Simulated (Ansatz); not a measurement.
# InP (F-43m) in Ansatz: further runs, part 2 of 2

Ansatz 0.2.0. Earlier steps stand in the parts before.

## (3) Phonons, PBE

Input file input.yaml:

```yaml
crystal:
  lattice:
    - [0.0, 2.9305, 2.9305]
    - [2.9305, 0.0, 2.9305]
    - [2.9305, 2.9305, 0.0]
  atoms:
    - { symbol: In, position: [0.0, 0.0, 0.0] }
    - { symbol: P, position: [0.75, 0.75, 0.75] }
hamiltonian:
  xc: pbe
  pseudopotentials: { kind: paw }
kpoints:
  mp_grid: { grid: [8, 8, 8] }
scf:
  occupations: { method: fixed }
phonons:
  method: dfpt
  dielectric: true
  rigid_motions: translations
  qmesh: [2, 2, 2]
  temperatures: { t_max: 1000, t_step: 100 }
  qpath:
    path:
      - [[0.0, 0.0, 0.0], [0.5, 0.0, 0.5], [0.5, 0.25, 0.75], [0.375, 0.375, 0.75], [0.0, 0.0, 0.0], [0.5, 0.5, 0.5], [0.625, 0.25, 0.625], [0.5, 0.25, 0.75], [0.5, 0.5, 0.5], [0.375, 0.375, 0.75]]
      - [[0.625, 0.25, 0.625], [0.5, 0.0, 0.5]]
    npoints: 8
```

Potentials or basis: Ansatz PAW.

Started as:

```console
ansatz run input.yaml --threads 2 --pin off --max-ram 5120MiB --backend cpu --events-out ev --progress --plain --runs-dir out
```

The log of the run:

```text
Warning: phonons: the dynamical matrix that this run interpolates holds no multipole term above the dipole-dipole one, and a site of this crystal is no centre of inversion, so its interpolated transverse optical and acoustic branches and sound speeds can stay off near Gamma, and the density of states and the thermodynamics with them. What a run solves at a wave vector of phonons.qpoints, Gamma apart, where the deck admits one, is free of this, and under fd what a larger phonons.supercell samples
Warning: RAYON_NUM_THREADS=2 ignored (pool sized by the plan → 2); use --threads N
Engine: ansatz 0.2.0, aarch64-unknown-linux-gnu
Pseudopotentials: kind: paw
Pseudopotential: In, paw, valence charge 13, recommended cutoff 420 eV (normal), In.paw.azcp
Pseudopotential: P, paw, valence charge 5, recommended cutoff 420 eV (normal), P.paw.azcp
Functional definition: PBE
  parameter kappa = 0.804
  parameter beta = 0.06672455060314922
  exchange = pbe_x(kappa = kappa, mu = beta*pi^2/3)
  correlation = pbe_c(beta = beta)
Crystal: 2 atoms, lattice volume = 50.333 Å³
Basis set: ecut = 420 eV, 941 PW (Γ), exchange–correlation on 60×60×60 points (8 copies of the dense FFT grid, shifted against one another)
Bands: 13, of which v1, the nominal top of the filled ones, is band 9 counted from 1 (8 counted from 0)
Symmetry: 24 space group operations
k-points: 95 of 512 (irreducible under 4 space group operations, time reversal used)
Non-local potential: In, projectors of the file, l = 0: 2, l = 1: 2, l = 2: 2, l = 3: 2
Non-local potential: P, projectors of the file, l = 0: 2, l = 1: 2, l = 2: 2
PAW form: soft (Blöchl's): semilocal exchange-correlation on the pseudo side does not see the compensation charge
PAW one-centre angular grid: In, 590 points (default); XC on 64 Gauss nodes
PAW one-centre angular grid: P, 110 points (default); XC on 64 Gauss nodes
Initial density: superposition of atomic densities (neutral atoms: chi_scale 0, normalization atom), corrected by the library's trained network
Initial wavefunctions: pseudopotential atomic-orbital guess
Functional: x = pbe(κ = 0.804, μ = 0.2195149727645171), c = pbe(β = 0.06672455060314922)
SCF iter   1: F=—  HF=-6353.983211 eV  |F-HF|=—  |Δ(HF+E_count)|=         —  Δρ=1.96e-3  dr2=4.08e-3  ethr=1.77e-3  ⟨swp⟩=5.1  Hψ=6558  notcnv=0  defer=180
preconditioner: auto → none  [insulator: Δε(μ)=0.702 eV  Ē_g=14.748 eV  n_scr=14 (ndim 8)  ℏωp=22.2 eV  f_vac=0.021  ε∞_Penn≈3.3]
SCF iter   2: F=—  HF=-6353.981170 eV  |F-HF|=—  |Δ(HF+E_count)|=   2.04e-3  Δρ=1.21e-3  dr2=7.33e-4  ethr=2.27e-5  ⟨swp⟩=3.0  Hψ=3209  notcnv=0  defer=185
SCF iter   3: F=—  HF=-6353.980963 eV  |F-HF|=—  |Δ(HF+E_count)|=   2.07e-4  Δρ=3.64e-4  dr2=6.64e-5  ethr=4.07e-6  ⟨swp⟩=2.0  Hψ=2290  notcnv=0  defer=184
SCF iter   4: F=—  HF=-6353.981004 eV  |F-HF|=—  |Δ(HF+E_count)|=   4.16e-5  Δρ=1.21e-4  dr2=5.62e-6  ethr=3.69e-7  ⟨swp⟩=2.0  Hψ=2275  notcnv=0  defer=168
SCF iter   5: F=—  HF=-6353.981006 eV  |F-HF|=—  |Δ(HF+E_count)|=   1.33e-6  Δρ=6.41e-5  dr2=1.98e-6  ethr=3.12e-8  ⟨swp⟩=2.0  Hψ=2090  notcnv=0  defer=157
SCF iter   6: F=—  HF=-6353.981007 eV  |F-HF|=—  |Δ(HF+E_count)|=   1.40e-6  Δρ=1.14e-5  dr2=5.83e-8  ethr=1.10e-8  ⟨swp⟩=3.0  Hψ=2108  notcnv=0  defer=158
SCF iter   7: F=—  HF=-6353.981007 eV  |F-HF|=—  |Δ(HF+E_count)|=   8.61e-9  Δρ=1.80e-6  dr2=1.69e-9  ethr=3.24e-10  ⟨swp⟩=2.0  Hψ=2087  notcnv=0  defer=158
SCF iter   8: F=-6353.981007 eV  HF=-6353.981007 eV  |F-HF|=2.27e-11  |Δ(HF+E_count)|=  5.66e-10  Δρ=2.63e-7  dr2=2.55e-11  ethr=1.00e-12  ⟨swp⟩=11.1  Hψ=11049  notcnv=0
SCF 1 converged in 8 iterations: F = -6353.981007 eV  dr2 = 2.55e-11
  Residual-converged pass: ⟨swp⟩=1.0  Hψ=1620  notcnv=0  max |occ|·‖R‖ = 7.0e-9 eV (tolerance 1.0e-8 eV)  dr2=2.55e-11  dr2_onsite=4.88e-12  max |Δocc| = 0.0e0
DFPT response loops at Γ: preconditioner auto → none (the input reference at scf.mixing.eps_inf says where Resta's filter doesn't serve); β = 0.50; Broyden in place of MSR1
── the response to a field inside a basis, on 10×10×10 k-points: an SCF that follows is theirs, and a resumed run solves both again ──
Bands: 10, of which v1, the nominal top of the filled ones, is band 9 counted from 1 (8 counted from 0)
k-points: 110
Initial density: handed on by an earlier stage of this run
Initial wavefunctions: pseudopotential atomic-orbital guess (no wavefunctions were taken with the density)
Eigensolver: Dense (110 Hₖ)
SCF iter   1: F=—  HF=-6353.980989 eV  |F-HF|=—  |Δ(HF+E_count)|=         —  Δρ=1.06e-4  dr2=6.03e-6  ethr=1.00e-1
preconditioner: auto → none  [insulator: Δε(μ)=0.765 eV  Ē_g=12.598 eV  n_scr=14 (ndim 8)  ℏωp=22.2 eV  f_vac=0.013  ε∞_Penn≈4.1]
[... 20 lines left out ...]
  E_nonlocal   = 401.495986
  E_hartree    = 551.619464
  E_xc         = -276.703175
  E_vxc        = -160.008732  (∫ρ·V_xc dr)
  E_paw        = -4725.218602  (= ΣΔE_a)
  E_vpaw       = -312.346531  (= ΣTr[D̂ρ^β])
  E_aug_tail   = 0.000030  (compensation charges beyond the density's cutoff)
  E_ewald      = -1220.708286
  E_smearing   = -0.000000  (= −TS)
  E_closure    = 0.000000  (closes the sum)
  Σ components = -6353.981007   (vs F -6353.981007, Δ=0.00e0)
--- Band table (eV; the first three rows and the last of 95) ---
  k-point 0: bands = ["-7.1906", "-7.1906", "-7.1906", "-7.0384", "-7.0384", "-4.5205", "6.9963", "6.9963", "6.9963", "7.7117", "11.0858", "11.0858", "11.0858"]
  k-point 1: bands = ["-7.2097", "-7.1832", "-7.1832", "-7.0383", "-7.0383", "-4.3420", "5.4592", "6.8103", "6.8103", "8.6536", "11.2395", "11.3627", "11.3627"]
  k-point 2: bands = ["-7.2531", "-7.1673", "-7.1673", "-7.0358", "-7.0358", "-3.8434", "3.5579", "6.4393", "6.4393", "8.7951", "11.7855", "11.7855", "12.3170"]
  k-point 94: bands = ["-7.3428", "-7.1305", "-7.0945", "-7.0589", "-7.0233", "-2.0635", "1.3992", "4.0454", "4.0867", "11.2875", "11.3769", "12.5666", "13.2012"]
--- Phonons (Γ-DFPT): 2 representative perturbations + reference, on 95 of 512 k-points (Σ response iterations 6) ---
  k mesh reduced under 4 symmetry operations, with k and −k counted as one. Each operation leaves every solved perturbation unchanged. A smaller set is not considered because the run solves the response to a homogeneous field
  ASR residual: 1.161e-4 → 0.000e0 eV/Å²; symmetrization residual: 7.414e-6 eV/Å²
  ASR residual per site (eV/Å²): 1.16e-4 9.35e-5
  Γ frequencies (cm⁻¹): 0.00 0.00 0.00 303.37 303.37 303.37
  ε∞ (high-frequency dielectric tensor):
       10.908615     0.000000    -0.000000
        0.000000    10.908615     0.000000
       -0.000000     0.000000    10.908615
  ε⁰ (static dielectric tensor: ions relaxed, cell fixed):
       13.692260     0.000000    -0.000000
        0.000000    13.692260     0.000000
       -0.000000     0.000000    13.692260
  ε⁰ − ε∞ (ionic part):
        2.783644     0.000000    -0.000000
        0.000000     2.783644    -0.000000
       -0.000000    -0.000000     2.783644
  softest optical mode at Γ: 303.37 cm⁻¹; the repairs (sum rule, projections) moved no ω² at Γ by more than (1.10 cm⁻¹)²
  Born effective charges Z* (e; rows j = field, columns β = displacement):
    site 0:
         2.52832    0.00000    0.00000
         0.00000    2.52832    0.00000
        -0.00000    0.00000    2.52832
    site 1:
        -2.52832   -0.00000   -0.00000
        -0.00000   -2.52832   -0.00000
         0.00000   -0.00000   -2.52832
  Z* charge neutrality: 9.754e-4 e pre-enforcement
  solved inside a basis spanned on kpoints, on 10×10×10 k-points transformed towards the longest dipole: ε∞ is read to err by 3.7e-2, Z* by 1.4e-2 e (field_mesh: kpoints solves on kpoints); Z* is corrected for what the basis lacks
  optical modes at Γ without the LO–TO term, one row a degenerate level:
      ω (cm⁻¹)  modes    IR ((D/Å)²/amu)
        303.37      3            18.1375
  optical modes at Γ + LO–TO along q̂ = [1.0000, 0.0000, 0.0000]:
      ω (cm⁻¹)  modes    IR ((D/Å)²/amu)
        303.37      2            12.0917
        339.88      1             6.0458
  optical modes at Γ + LO–TO along q̂ = [0.0000, 1.0000, 0.0000]:
      ω (cm⁻¹)  modes    IR ((D/Å)²/amu)
        303.37      2            12.0917
        339.88      1             6.0458
  optical modes at Γ + LO–TO along q̂ = [0.0000, 0.0000, 1.0000]:
      ω (cm⁻¹)  modes    IR ((D/Å)²/amu)
        303.37      2            12.0917
        339.88      1             6.0458
--- Phonons (arbitrary-q DFPT): 3 irreducible q on the 2×2×2 mesh ---
  q = [0.0000, 0.0000, 0.0000] (star 1, of the zone-centre solve; hermiticity 1.80e-6, symmetrization 2.97e-14): -0.00 0.00 0.00 303.37 303.37 303.37
  q = [0.0000, 0.0000, -0.5000] (star 4, 2 solved perturbations on 150 of 512 k-point pairs; hermiticity 5.29e-7, symmetrization 6.28e-13): 49.24 49.24 164.60 311.50 311.50 333.41
  q = [0.0000, -0.5000, -0.5000] (star 3, 4 solved perturbations in 308 linear systems a pass and spin channel, the states on 95 of 512 k-point pairs; hermiticity 1.85e-7, symmetrization 4.89e-13): 61.03 61.03 179.29 322.04 322.04 325.99
  sum rule: each row above includes the acoustic sum rule's correction from the zone centre's row sums; it moved no ω² by more than (0.91 cm⁻¹)²
  mesh force constants: q→R imaginary residual 5.04e-17; ASR residual 1.161e-4 → 0.000e0 eV/Å²; symmetrization residual 7.105e-15 eV/Å²
  interpolated dispersion: 83 rows × 6 modes
  density of states and harmonic sums: on the 18×18×18 q-mesh, interpolated from the force constants of a 2×2×2 supercell (with the dipole–dipole term)
  largest difference from the sums on the solved wave vectors: F 6.29e-2 eV, S 9.52e-5 and C_V 3.22e-5 eV/K
  zero-point energy: 0.076538 eV/cell   skipped modes (ω ≤ 0): 3   left out of the sums: 8.57e-5 of the cell's modes: C_V's classical limit lies that fraction below 3 k_B per atom; for a crystal, a wire or a layer, F and S can be off by more, and a phonons.interpolated_qmesh denser along its periods is the remedy for the sampling
```

Run time: 52 s. Hardware: 2 threads of Arm Neoverse V1, shared host; peak memory 0.68 GiB.

Results:

| Quantity | Value |
| --- | --- |
| Free energy | -6353.9810 eV |
| Band gap on the k mesh | 0.72 eV, direct |
| Highest phonon frequency, LO-TO splitting left out | 333 cm⁻¹ |

Levels at points of the mesh, in eV from the valence-band top:
```csv
k point,band 7,band 8,band 9,band 10,band 11,band 12
"(0.00, 0.00, 0.00)",0.00,0.00,0.00,0.72,4.09,4.09
"(0.00, 0.00, -0.50)",-5.73,-0.97,-0.97,1.50,4.81,4.81
"(0.00, -0.50, -0.50)",-5.75,-2.32,-2.32,1.77,2.27,9.21
"(-0.50, 0.00, 0.00)",-5.73,-0.97,-0.97,1.50,4.81,4.81
"(-0.50, 0.00, -0.50)",-5.75,-2.32,-2.32,1.77,2.27,9.21
```

Phonon frequencies in cm⁻¹ (negative: imaginary):
```tsv
q point	frequencies
(0.000, 0.000, 0.000)	0 0 0 303 303 303
(0.000, 0.000, -0.500)	49 49 165 312 312 333
(0.000, -0.500, -0.500)	61 61 179 322 322 326
```

Caveat: spin-orbit coupling is left out, which moves the levels of the heavy elements; the q mesh is small, so phonon branches between its points and thermal values are rough.

## (4) Single point, PBEsol+D4, 23.66 Å³/atom (volume scaled by 0.94)

Input file input.yaml:

```yaml
crystal:
  lattice:
    - [0.0, 2.8706770916, 2.8706770916]
    - [2.8706770916, 0.0, 2.8706770916]
    - [2.8706770916, 2.8706770916, 0.0]
  atoms:
    - { symbol: In, position: [0.0, 0.0, 0.0] }
    - { symbol: P, position: [0.75, 0.75, 0.75] }
hamiltonian:
  xc: pbesol
  pseudopotentials: { kind: paw }
  dispersion: d4
kpoints:
  mp_grid: { grid: [8, 8, 8] }
scf:
  occupations: { method: fermi_dirac, width: 0.05 }
output:
  forces: true
  stress: true
  eigenvalues: true
```

Started as:

```console
ansatz run input.yaml --threads 2 --pin off --max-ram 5120MiB --backend cpu --events-out ev --progress --plain --runs-dir out
```

It took 1.2 s on 2 threads of Arm Neoverse V1, shared host; peak memory 0.31 GiB.

Results (log left out):

| Quantity | Value |
| --- | --- |
| Free energy | -6266.2292 eV |
| Pressure | 4.2 GPa |
| Band gap on the k mesh | 0.95 eV, direct |

Caveat: spin-orbit coupling is left out, which moves the levels of the heavy elements; the PAW data sets come from PBE, with cores solved anew for the run's functional, which leaves a small shift of forces and pressure.

## (5) Single point, PBEsol+D4, 24.16 Å³/atom (volume scaled by 0.96)

input.yaml: that of step 4 with these lines changed.

```diff
@@ -2,5 +2,5 @@
   lattice:
-    - [0.0, 2.8706770916, 2.8706770916]
-    - [2.8706770916, 0.0, 2.8706770916]
-    - [2.8706770916, 2.8706770916, 0.0]
+    - [0.0, 2.8908937935, 2.8908937935]
+    - [2.8908937935, 0.0, 2.8908937935]
+    - [2.8908937935, 2.8908937935, 0.0]
   atoms:
```

Started as:

```console
ansatz run input.yaml --threads 2 --pin off --max-ram 5120MiB --backend cpu --events-out ev --progress --plain --runs-dir out
```

Run time: 1.2 s. Hardware: 2 threads of Arm Neoverse V1, shared host; peak memory 0.31 GiB.

The run converged. Its results:

```yaml
Free_energy: -6266.2500 eV
Pressure: 2.4 GPa
Band_gap_on_the_k_mesh: 0.83 eV, direct
```

Caveat: spin-orbit coupling is left out, which moves the levels of the heavy elements; the PAW data sets come from PBE, with cores solved anew for the run's functional, which leaves a small shift of forces and pressure.

## (6) Single point, PBEsol+D4, 24.66 Å³/atom (volume scaled by 0.98)

input.yaml: that of step 5 with these lines changed.

```diff
@@ -2,5 +2,5 @@
   lattice:
-    - [0.0, 2.8908937935, 2.8908937935]
-    - [2.8908937935, 0.0, 2.8908937935]
-    - [2.8908937935, 2.8908937935, 0.0]
+    - [0.0, 2.9108316221, 2.9108316221]
+    - [2.9108316221, 0.0, 2.9108316221]
+    - [2.9108316221, 2.9108316221, 0.0]
   atoms:
```

Potentials or basis: Ansatz PAW.

Started as:

```console
ansatz run input.yaml --threads 2 --pin off --max-ram 5120MiB --backend cpu --events-out ev --progress --plain --runs-dir out
```

Wall time 1.2 s (2 threads of Arm Neoverse V1, shared host); peak memory 0.31 GiB.

It converged, with:

- Free energy: -6266.2601 eV
- Pressure: 0.8 GPa
- Band gap on the k mesh: 0.72 eV, direct

Caveat: spin-orbit coupling is left out, which moves the levels of the heavy elements; the PAW data sets come from PBE, with cores solved anew for the run's functional, which leaves a small shift of forces and pressure.

## (7) Single point, PBEsol+D4, 25.17 Å³/atom

input.yaml: that of step 6 with these lines changed.

```diff
@@ -2,5 +2,5 @@
   lattice:
-    - [0.0, 2.9108316221, 2.9108316221]
-    - [2.9108316221, 0.0, 2.9108316221]
-    - [2.9108316221, 2.9108316221, 0.0]
+    - [0.0, 2.9305, 2.9305]
+    - [2.9305, 0.0, 2.9305]
+    - [2.9305, 2.9305, 0.0]
   atoms:
```

Started as:

```console
ansatz run input.yaml --threads 2 --pin off --max-ram 5120MiB --backend cpu --events-out ev --progress --plain --runs-dir out
```

Run time: 1.2 s. Hardware: 2 threads of Arm Neoverse V1, shared host; peak memory 0.31 GiB.

The run converged. Its results:

```yaml
Free_energy: -6266.2607 eV
Pressure: -0.6 GPa
Band_gap_on_the_k_mesh: 0.62 eV, direct
```

Caveat: spin-orbit coupling is left out, which moves the levels of the heavy elements; the PAW data sets come from PBE, with cores solved anew for the run's functional, which leaves a small shift of forces and pressure.

## (8) Single point, PBEsol+D4, 25.67 Å³/atom (volume scaled by 1.02)

input.yaml: that of step 7 with these lines changed.

```diff
@@ -2,5 +2,5 @@
   lattice:
-    - [0.0, 2.9305, 2.9305]
-    - [2.9305, 0.0, 2.9305]
-    - [2.9305, 2.9305, 0.0]
+    - [0.0, 2.9499078504, 2.9499078504]
+    - [2.9499078504, 0.0, 2.9499078504]
+    - [2.9499078504, 2.9499078504, 0.0]
   atoms:
```

Started as:

```console
ansatz run input.yaml --threads 2 --pin off --max-ram 5120MiB --backend cpu --events-out ev --progress --plain --runs-dir out
```

It took 1.2 s on 2 threads of Arm Neoverse V1, shared host; peak memory 0.31 GiB.

It converged, with:

```yaml
Free_energy: -6266.2529 eV
Pressure: -1.9 GPa
Band_gap_on_the_k_mesh: 0.51 eV, direct
```

Caveat: spin-orbit coupling is left out, which moves the levels of the heavy elements; the PAW data sets come from PBE, with cores solved anew for the run's functional, which leaves a small shift of forces and pressure.

## (9) Single point, PBEsol+D4, 26.17 Å³/atom (volume scaled by 1.04)

input.yaml: that of step 8 with these lines changed.

```diff
@@ -2,5 +2,5 @@
   lattice:
-    - [0.0, 2.9499078504, 2.9499078504]
-    - [2.9499078504, 0.0, 2.9499078504]
-    - [2.9499078504, 2.9499078504, 0.0]
+    - [0.0, 2.9690636329, 2.9690636329]
+    - [2.9690636329, 0.0, 2.9690636329]
+    - [2.9690636329, 2.9690636329, 0.0]
   atoms:
```

Potentials or basis: Ansatz PAW.

Started as:

```console
ansatz run input.yaml --threads 2 --pin off --max-ram 5120MiB --backend cpu --events-out ev --progress --plain --runs-dir out
```

Run time: 1.2 s. Hardware: 2 threads of Arm Neoverse V1, shared host; peak memory 0.31 GiB.

The run converged. Its results:

```
Free energy            : -6266.2375 eV
Pressure               : -3.0 GPa
Band gap on the k mesh : 0.41 eV, direct
```

Caveat: spin-orbit coupling is left out, which moves the levels of the heavy elements; the PAW data sets come from PBE, with cores solved anew for the run's functional, which leaves a small shift of forces and pressure.

## (10) Single point, PBEsol+D4, 26.68 Å³/atom (volume scaled by 1.06)

input.yaml: that of step 9 with these lines changed.

```diff
@@ -2,5 +2,5 @@
   lattice:
-    - [0.0, 2.9690636329, 2.9690636329]
-    - [2.9690636329, 0.0, 2.9690636329]
-    - [2.9690636329, 2.9690636329, 0.0]
+    - [0.0, 2.9879753761, 2.9879753761]
+    - [2.9879753761, 0.0, 2.9879753761]
+    - [2.9879753761, 2.9879753761, 0.0]
   atoms:
@@ -20 +20,5 @@
   eigenvalues: true
+  write_density: true
+  write_potential: true
+  elf: true
+  volumetric_format: npy
```

Started as:

```console
ansatz run input.yaml --threads 2 --pin off --max-ram 5120MiB --backend cpu --events-out ev --progress --plain --runs-dir out
```

It took 1.6 s on 2 threads of Arm Neoverse V1, shared host; peak memory 0.32 GiB.

The run converged. Its results:

```
Free energy            : -6266.2153 eV
Pressure               : -4.0 GPa
Band gap on the k mesh : 0.30 eV, direct
```

Caveat: spin-orbit coupling is left out, which moves the levels of the heavy elements; the PAW data sets come from PBE, with cores solved anew for the run's functional, which leaves a small shift of forces and pressure.

## (11) Equation of state, PBEsol+D4

No new run: the results of the series are fitted here.

What came out:

- Equilibrium volume: 24.95 Å³/atom
- Bulk modulus: 70 GPa
- Pressure derivative of the bulk modulus: 4.6

Energy against volume, from the lowest point:
| volume (Å³/atom) | energy (meV/atom) |
| --- | --- |
| 23.657 | 15.79 |
| 24.160 | 5.39 |
| 24.663 | 0.32 |
| 25.167 | 0.00 |
| 25.670 | 3.92 |
| 26.173 | 11.62 |
| 26.677 | 22.70 |

## (12) Summary

| task | level | smearing | points for each segment of the path | q mesh | gap on the mesh (eV) |
| --- | --- | --- | --- | --- | --- |
| band structure | PBE | fermi-dirac 0.05 eV | 14 | - | 0.72 |
| phonons | PBE | fixed | 8 | 2 × 2 × 2 | 0.72 |
| equation of state | PBEsol+D4 | fermi-dirac 0.05 eV | - | - | - |

Alike in all rows: potentials or basis Ansatz PAW; no spin polarisation; cell as given; k mesh 8 × 8 × 8; cutoff (eV) 420.

Caveats: spin-orbit coupling is left out, which moves the levels of the heavy elements (some runs).

Absolute energies hang on the potentials; compare differences alone.

## (13) Comparison with measurements

Step 2. A measured gap of InP is 1.4236 eV (direct; 1.6 K; a printed reference work, data compilation); the calculated 0.72 eV misses it by -0.71 eV. Spin-orbit coupling on In is left out. The value is that of PBE, without temperature or zero-point motion. Semilocal functionals fall short of measured gaps as a rule.

Step 3. Against the measured gap of InP, 1.4236 eV (direct; 1.6 K; a printed reference work, data compilation), the calculated 0.72 eV is off by -0.71 eV. Spin-orbit coupling on In is left out. The value is that of PBE, without temperature or zero-point motion. Semilocal functionals fall short of measured gaps as a rule.

Step 11. Measured bulk modulus of InP: 71 GPa (a printed reference work, data compilation). This calculation gives 70 GPa (-1.1 %). The fit is for a static lattice scaled at fixed shape and fixed fractional positions.
